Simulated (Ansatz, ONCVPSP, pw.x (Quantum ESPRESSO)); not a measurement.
# pw.x on fcc Mo: one setting changed

Potential: optimised norm-conserving Vanderbilt (ONCV), ONCVPSP 4.0.1.1 (patched build), LDA (Perdew-Wang 92); core [Ar] 3d10, reference 4s2 4p6 4d5 5s1; waves: 4s+5s: rc 1.75 bohr, ncon 4, nbas 8, qcut 8.1 1/bohr, 2 projectors; 4p: rc 2.05 bohr, ncon 3, nbas 7, qcut 8.4 1/bohr, 2 projectors, debl 2.1 Ha; 4d: rc 2.65 bohr, ncon 4, nbas 8, qcut 6.5 1/bohr, 2 projectors, debl 2.9 Ha; local part: polynomial inside 1.35 bohr (lpopt 5, dvloc0 6 Ha); core correction: none.

The reference run (k-mesh 14³, cutoffs 60/240 Ry, Fermi–Dirac 0.01 Ry, mixing_beta 0.4, conv_thr 1e-9, no spin) gives 1.86 GPa at 15.256 Å³/atom, where all-electron LAPW gives 0.23 GPa. This run, with its own iteration cap, changes mixing_mode to local-TF.

```
&control
  calculation='scf', prefix='x', pseudo_dir='./', outdir='./tmp', tstress=.true., disk_io='none'
/
&system
  ibrav=0, nat=1, ntyp=1, ecutwfc=60, ecutrho=240, nbnd=15,
  occupations='smearing', smearing='fd', degauss=0.01
/
&electrons
  conv_thr=1e-09, mixing_beta=0.4, electron_maxstep=60, mixing_mode='local-TF'
/
ATOMIC_SPECIES
Mo 1.0 Mo.UPF
CELL_PARAMETERS angstrom
  0.00000000 1.96850669 1.96850669
  1.96850669 0.00000000 1.96850669
  1.96850669 1.96850669 0.00000000
ATOMIC_POSITIONS crystal
Mo 0.0000 0.0000 0.0000
K_POINTS automatic
14 14 14 0 0 0
```

```bash
pw.x < Mo.scf.in > Mo.scf.out
```

Question: How does the run end?

Answer: It converges in 8 iterations; the free energy moves by +0.0 meV/atom and the pressure by -0.02 GPa. The result is that of the reference run.

```
Message from routine setup:
     using ibrav=0 with symmetry is DISCOURAGED, use correct ibrav instead
     lattice parameter (alat)  =       5.2608  a.u.
     unit-cell volume          =     102.9526 (a.u.)^3
     number of electrons       =        14.00
     number of Kohn-Sham states=           15
     kinetic-energy cutoff     =      60.0000  Ry
     charge density cutoff     =     240.0000  Ry
     scf convergence threshold =      1.0E-09
     Exchange-correlation= SLA  PW   NOGX NOGC
     number of k points=   104  Fermi-Dirac smearing, width (Ry)=  0.0100
     iteration #  1     ecut=    60.00 Ry     beta= 0.40
     total energy              =    -136.53939845 Ry
     estimated scf accuracy    <       0.09734851 Ry
     iteration #  2     ecut=    60.00 Ry     beta= 0.40
     total energy              =    -136.51757701 Ry
     estimated scf accuracy    <       0.04146759 Ry
     iteration #  3     ecut=    60.00 Ry     beta= 0.40
     total energy              =    -136.52494532 Ry
     estimated scf accuracy    <       0.00004579 Ry
     iteration #  4     ecut=    60.00 Ry     beta= 0.40
     total energy              =    -136.52498605 Ry
     estimated scf accuracy    <       0.00000908 Ry
     iteration #  5     ecut=    60.00 Ry     beta= 0.40
     total energy              =    -136.52498554 Ry
     estimated scf accuracy    <       0.00000467 Ry
     iteration #  6     ecut=    60.00 Ry     beta= 0.40
     total energy              =    -136.52498628 Ry
     estimated scf accuracy    <       0.00000001 Ry
     iteration #  7     ecut=    60.00 Ry     beta= 0.40
     total energy              =    -136.52498630 Ry
     estimated scf accuracy    <          2.0E-09 Ry
     iteration #  8     ecut=    60.00 Ry     beta= 0.40
     the Fermi energy is    21.3631 ev
!    total energy              =    -136.52498629 Ry
     estimated scf accuracy    <          8.6E-10 Ry
     smearing contrib. (-TS)   =      -0.00533017 Ry
     The total energy is F=E-TS. E is the sum of the following terms:
     one-electron contribution =     -17.60539282 Ry
     hartree contribution      =      17.40681817 Ry
     xc contribution           =     -15.53508432 Ry
     ewald contribution        =    -120.78599716 Ry
     convergence has been achieved in   8 iterations
          total   stress  (Ry/bohr**3)                   (kbar)     P=       18.48
     Message from routine punch:
     Nothing written, as per user request (disk_io='none')
```

The run took about 21 s on one core of a shared host (Neoverse-N1, 64 threads, 124 GiB, load 56).
